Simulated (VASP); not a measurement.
A run of VASP 6.6.1 is set up as follows.

Contents of POSCAR:

```
C
1.0
    2.4660722283      0.0000000000      0.0000000000
   -1.2330361142      2.1356811999      0.0000000000
    0.0000000000      0.0000000000     18.0339500000
  C
     2
Direct
     0.0000000000000000    0.0000000000000000    0.5000006526578176
     0.6666666699999979    0.3333333300000021    0.4999993473421824
```

The input INCAR.step1:

```
PREC = Accurate
ENCUT = 600
EDIFF = 1E-8
ISMEAR = 0
SIGMA = 0.1
LREAL = F
LASPH = T
NELM = 80
ALGO = Normal
ISIF = 2
LWAVE = F
LCHARG = F
GGA = PE
IVDW = 12
LATTICE_CONSTRAINTS = .TRUE. .TRUE. .FALSE.
KPAR = 2
IBRION = 2
NSW = 40
EDIFFG = -0.002
```

File INCAR.step2:

```
PREC = Accurate
ENCUT = 600
EDIFF = 1E-8
ISMEAR = 0
SIGMA = 0.1
LREAL = F
LASPH = T
NELM = 80
ALGO = Normal
ISIF = 2
LWAVE = F
LCHARG = F
GGA = PE
IVDW = 12
LATTICE_CONSTRAINTS = .TRUE. .TRUE. .FALSE.
KPAR = 2
IBRION = 6
NFREE = 2
POTIM = 0.015
NSW = 1
```

The input KPOINTS:

```
Automatic mesh
0
Gamma
  48 48 1
```

Potentials or basis: VASP PAW PBE potentials, release 64 (C).

The run is started by

```console
$ cat potpaw_PBE.64/C/POTCAR > POTCAR
$ cp INCAR.step1 INCAR
$ mpirun -np 2 vasp_std > vasp.out
$ cp CONTCAR POSCAR
$ cp INCAR.step2 INCAR
$ mpirun -np 2 vasp_std > vasp.out
```

What does it give for the highest phonon frequency at Γ?

1557 cm⁻¹.

Estimate the dispersion energy per atom.

-0.089 eV.

Phonon frequencies in cm⁻¹ (negative: imaginary):
```tsv
q point	frequencies
(0.000, 0.000, 0.000)	0 0 0 872 1557 1557
```
